How far does an added dispersion attraction shrink a crystal of silicon? Silicon is held together by strong covalent bonds, yet many density functionals are used with an extra term for the weak attraction between atoms that also acts at longer range. That term pulls the atoms together, and the bonds resist. If the strength of the pull and the stiffness of the crystal are known, the contraction can be estimated with one division and no relaxation of the cell.

VASP plane-wave PAW density-functional calculations, without spin polarisation, of diamond-structure silicon (2-atom cell), with cell and atoms relaxed for each method. Basis gives the plane-wave cutoff; computed volumes are for a static lattice, and the measured volume is 20.025 Å³/atom at 300 K.

| method | rung | potentials | basis | k mesh | smearing | equilibrium volume (Å³/atom) | computed less measured (Å³/atom) |
| --- | --- | --- | --- | --- | --- | --- | --- |
| BLYP-D3 | GGA | VASP PAW PBE potentials, recommended | 600 eV | 8x8x8 2-atom cell | Fermi-Dirac 0.05eV | 20.983 | 0.958 |
| PBE | GGA | VASP PAW PBE potentials, gw | 680 eV | 8x8x8 2-atom cell | Fermi-Dirac 0.05eV | 20.459 | 0.434 |
| PBE-D3 | GGA | VASP PAW PBE potentials, recommended | 600 eV | 8x8x8 2-atom cell | Fermi-Dirac 0.05eV | 20.272 | 0.247 |
| PBEsol | GGA | VASP PAW PBE potentials, recommended | 600 eV | 8x8x8 2-atom cell | Fermi-Dirac 0.05eV | 20.077 | 0.052 |
| RPBE-D3(BJ) | GGA | VASP PAW PBE potentials, recommended | 600 eV | 8x8x8 2-atom cell | Fermi-Dirac 0.05eV | 18.527 | -1.498 |
| optB86b-vdW | GGA | VASP PAW PBE potentials, recommended | 600 eV | 8x8x8 2-atom cell | Fermi-Dirac 0.05eV | 20.296 | 0.271 |
| revPBE-D3 | GGA | VASP PAW PBE potentials, recommended | 600 eV | 8x8x8 2-atom cell | Fermi-Dirac 0.05eV | 20.386 | 0.361 |
| revPBE-D4 | GGA | VASP PAW PBE potentials, recommended | 600 eV | 8x8x8 2-atom cell | Fermi-Dirac 0.05eV | 19.584 | -0.441 |
| MS2 | meta-GGA | VASP PAW PBE potentials, recommended | 600 eV | 8x8x8 2-atom cell | Fermi-Dirac 0.05eV | 20.003 | -0.022 |
| SCAN | meta-GGA | VASP PAW PBE potentials, recommended | 600 eV | 8x8x8 2-atom cell | Fermi-Dirac 0.05eV | 19.988 | -0.037 |
| r2SCAN | meta-GGA | VASP PAW PBE potentials, recommended | 600 eV | 8x8x8 2-atom cell | gaussian 0.05eV | 20.121 | 0.096 |
| r2SCANh | hybrid | VASP PAW PBE potentials, recommended | 600 eV | 4x4x4 2-atom cell | gaussian 0.05eV | 20.131 | 0.106 |

The effect is seen most clearly in the two revPBE rows, which differ only in the dispersion model. Going from D3 to D4 raises the dispersion energy from 0.29 to 0.60 eV per atom, as computed in the same runs, and the equilibrium volume falls by 0.80 Å³ per atom. The functional, the potentials and the mesh are the same in both rows. The contraction therefore comes from the dispersion model.

**From an energy to a volume**

An energy by itself does not move an atom; only its change with distance does. Let $E$ be the size of the dispersion energy per atom, $V$ the volume per atom, and suppose that the attraction weakens on expansion as $V^{-n}$. It then presses the crystal inward with a pressure $nE/V$. A crystal of bulk modulus $B$ that starts at the volume $V_\mathrm{s}$ gives way until its elastic resistance $B(V_\mathrm{s}-V)/V_\mathrm{s}$ balances this pressure. For small changes the result is

$$V \approx V_\mathrm{s} - \frac{nE}{B}.$$

Two simple cases guide the choice of $n$. The attraction between distant atoms falls as the sixth power of their distance, which is the square of the volume, so $n=2$. Between close neighbours the dispersion models damp the attraction, because the functional already describes the electrons there. If the damping makes the pair energy constant, that pair lowers the energy but exerts no force, and $n=0$.

A crystal holds both kinds of pair, and the rule takes the middle value, $n=1$. This is a choice made with the table in view, not a derived constant. The table does speak clearly against the undamped limit: with $n=2$ the typical (root-mean-square) error for the four PBE-type rows with a dispersion term is 1.4 Å³, against 0.23 Å³ with $n=1$. Silicon has a bulk modulus of roughly 98 GPa, or 0.61 eV/Å³. Each electronvolt of dispersion energy per atom thus removes about 1.6 Å³.

**Where to start**

The starting volume depends on how the functional treats an uneven electron density. PBE and its relatives revPBE and RPBE favour a density that varies strongly compared with its own size. This relative variation grows when atoms move apart, so these functionals tend to make solids too large. PBEsol weakens this preference. The meta-GGAs also use the kinetic energy density, by which they can tell a covalent bond from other regions. The table agrees with this account: PBE lies 0.43 Å³ above the measured volume, PBEsol only 0.05 Å³.

The rule therefore has two starts. Ordinary GGAs begin at the PBE volume, 20.46 Å³, which comes from a run with a different silicon potential and a higher cutoff than the other rows. PBEsol, optB86b-vdW, the meta-GGAs and the hybrid begin at the measured volume, 20.02 Å³, and nothing is subtracted. For optB86b-vdW this is because its dispersion is built into the functional and does not appear as a separate pair energy.

**Two rows worked by hand**

RPBE-D3(BJ) has the largest dispersion energy, 1.30 eV per atom. The contraction is $1.30\times1.635=2.13$ Å³, and the estimate is $20.46-2.13=18.33$ Å³. The full calculation gives 18.53 Å³, so the estimate is about 1% too small. The rule thus accounts for the most striking value in the table: a functional that would by itself make silicon too large ends far below the measured volume, because its dispersion term is very strong.

For revPBE-D3 the dispersion energy is 0.294 eV per atom. The contraction is $0.294\times1.635=0.48$ Å³, which leads to 19.98 Å³. The calculation gives 20.39 Å³, and the estimate is 2% too small. Here the rule does slightly worse than simply quoting the measured volume. Neither worked volume was used to set the starting volume or the stiffness, but $n$ was chosen with both in view.

The second error has two sources. The first is the start. Taking the dispersion energies off the total energies of the two revPBE runs leaves plain revPBE at two volumes, and its energy is 0.016 eV per atom lower in the larger cell. With the stiffness used above, this slope places the minimum of plain revPBE above the PBE volume, so the start is too low. That error is shared by revPBE-D4, yet there the estimate is only 0.11 Å³ too small. Between the two revPBE rows the rule gives a contraction of only 0.50 Å³, where the calculations give 0.80 Å³; this step alone would need an $n$ of about 1.6. The second source is therefore the use of one value of $n$ for two dispersion models. Counted from the minimum of plain revPBE, D4 contracts the crystal clearly more per electronvolt than D3 does. Theory offers a reason: the D3 form used here switches the attraction off as two atoms approach, so its closest pairs can even push outward, and an electronvolt of D3 energy then contracts the crystal less.

**How accurate the rule is**

Over ten rows, leaving out PBE, which supplies a start, and BLYP-D3, where the rule fails, the typical error is 0.18 Å³, or about 1% of the volume. With BLYP-D3 included it is 0.34 Å³. Guessing the measured volume for the same ten rows, which for six of them is what the rule itself does, gives 0.52 Å³. Nearly all of this gain comes from RPBE-D3(BJ), where the contraction is large. The rule is most useful for recognising a dispersion term strong enough to spoil the volume, and least useful for choosing between good functionals.

A least-squares line through all rows except BLYP-D3, with one common offset for the ordinary GGAs and one slope, gives a contraction of $1.55\pm0.14$ Å³ per electronvolt. This is close to the hand value of 1.6. The agreement supports the size of the effect, but not $n=1$ as a law, because a larger starting volume could be offset by a steeper slope. Both worked rows took part in this fit, and the complete output follows the text.

For a model of a silicon transistor channel, the error matters as a strain. A small relative error in volume is three times the relative error in the lattice parameter, so PBE makes the lattice parameter 0.7% too long and RPBE-D3(BJ) makes it 2.6% too short. If the model is held at the measured lattice, PBE treats the channel as compressed and RPBE-D3(BJ) treats it as stretched, although no strain was intended. Strains built into real channels are of the order of one percent. An intended strain should therefore be counted from the volume that the same functional gives for unstrained silicon.

**Where the rule stops**

BLYP-D3 marks the first limit. The rule gives 20.01 Å³, almost 1 Å³ below the computed volume. BLYP is known to bind covalent solids too weakly, so its crystal starts well above the PBE volume, and the modest D3 attraction does not bring it back. The PBE start should be reserved for PBE, revPBE and RPBE.

The second limit is the size of the contraction. For RPBE-D3(BJ) it reaches a tenth of the volume, where a crystal no longer responds with constant stiffness. The dispersion energy also changes on the way, and the value used here belongs to the cell that has already shrunk. An energy taken from an unrelaxed cell would be somewhat smaller. The close agreement for RPBE-D3(BJ) may therefore owe something to errors that cancel. Treating the stiffness as constant is safest when the contraction is a few percent or less.

The third limit concerns the functionals that start at the measured volume. That volume was measured at 300 K and includes thermal expansion and zero-point motion, while the calculations describe atoms at rest. Removing both effects would lower the measured value by roughly 0.1 Å³, and the typical error of these six rows would rise from 0.13 to 0.21 Å³. SCAN and MS2 would then lie slightly above the measurement instead of slightly below it. Differences of a few hundredths of an Å³ within this group are no basis for a ranking, also because potentials made for PBE serve every functional and the hybrid was run on a coarser k mesh.

The same reasoning shows what to expect if the series were repeated for another crystal. Diamond has the same structure but is several times stiffer, so an equal dispersion energy would take far less volume from each atom. Its atoms also take up much less room, however, so as a fraction of the volume the contraction would be only somewhat smaller. A soft metal such as sodium lies at the other end: little elastic resistance stands against the pull, and the same energy would cause a large contraction. The quantity to compare between materials is therefore $E/(BV)$, the dispersion energy divided by both the bulk modulus and the volume per atom. Multiplied by $n$, it gives the relative contraction.

Printed output of the fit:

```
Rule by hand (volumes in A^3/atom):
          row  dispersion eV/atom  start  contraction   rule  rule less computed  lattice parameter error %
      BLYP-D3              0.2767  20.46       0.4524  20.01             -0.9764                       1.57
          PBE                   0  20.46            0  20.46                   0                     0.7173
       PBE-D3              0.1464  20.46       0.2394  20.22            -0.05241                     0.4095
       PBEsol                   0  20.03            0  20.03              -0.052                    0.08648
  RPBE-D3(BJ)                 1.3  20.46        2.125  18.33             -0.1932                     -2.558
  optB86b-vdW                   0  20.03            0  20.03              -0.271                     0.4491
    revPBE-D3              0.2941  20.46       0.4808  19.98             -0.4078                     0.5973
    revPBE-D4              0.6019  20.46        0.984  19.47              -0.109                    -0.7395
          MS2                   0  20.03            0  20.03               0.022                   -0.03663
         SCAN                   0  20.03            0  20.03               0.037                   -0.06163
       r2SCAN                   0  20.03            0  20.03              -0.096                     0.1595
      r2SCANh                   0  20.03            0  20.03              -0.106                     0.1761
bulk modulus, eV/A^3: 0.6117
contraction per eV of dispersion energy for n of 1, A^3: 1.635
rms miss of the rule, 10 rows without PBE and BLYP-D3, A^3/atom: 0.178
rms miss of guessing the measured volume, same 10 rows, A^3/atom: 0.5223
rms miss of the rule, 11 rows with BLYP-D3, A^3/atom: 0.3398
rms miss, four PBE-type rows with dispersion, n of 1, A^3/atom: 0.2336
rms miss, same four rows, n of 2, A^3/atom: 1.364
revPBE from D3 to D4, gain in dispersion energy, eV/atom: 0.3078
revPBE from D3 to D4, computed contraction, A^3/atom: 0.802
revPBE from D3 to D4, contraction by the rule, A^3/atom: 0.5032
exponent n that the revPBE pair would need: 1.594
rms miss of the six rows started at the measured volume, A^3/atom: 0.1281
rms miss of these six with a rough static start, A^3/atom: 0.2135
fit of result_less_measured on 11 rows (blyp == 0): coefficient of soft 0.5481 +/- 0.093, coefficient of ed -1.553 +/- 0.14; rms 0.133, worst optB86b-vdW -0.271, leave-one-out rms 0.167
  rows outside the fit (model, value, miss): BLYP-D3 0.1184, 0.958, -0.84
```
